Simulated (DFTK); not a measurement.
InP:

```
CELL_PARAMETERS angstrom
0.00000 2.93050 2.93050
2.93050 0.00000 2.93050
2.93050 2.93050 0.00000
ATOMIC_POSITIONS crystal
In 0.00000 0.00000 0.00000
P 0.75000 0.75000 0.75000
```

Base run:

* Program: DFTK 0.8.2
* Functional: PBEsol
* Potentials or basis: dojo.nc.sr.pbesol.v0_4_1.standard.upf (PBEsol)
* Cutoff: 952 eV
* k mesh: 8 × 8 × 8
* Occupations: fermi-dirac, width 0.05 eV
* Spin: no spin polarisation

Its results: band gap on the k mesh 0.61 eV, direct.

Q: The run is repeated on the same cell with these changes: functional from PBEsol to PBE; potentials or basis from dojo.nc.sr.pbesol.v0_4_1.standard.upf (PBEsol) to SPMS 1.0 (PBE); cutoff from 952 eV to 816 eV. What comes out?

A: Band gap on the k mesh 0.71 eV, direct.

Caveats: spin-orbit coupling is left out, which moves the levels of the heavy elements.
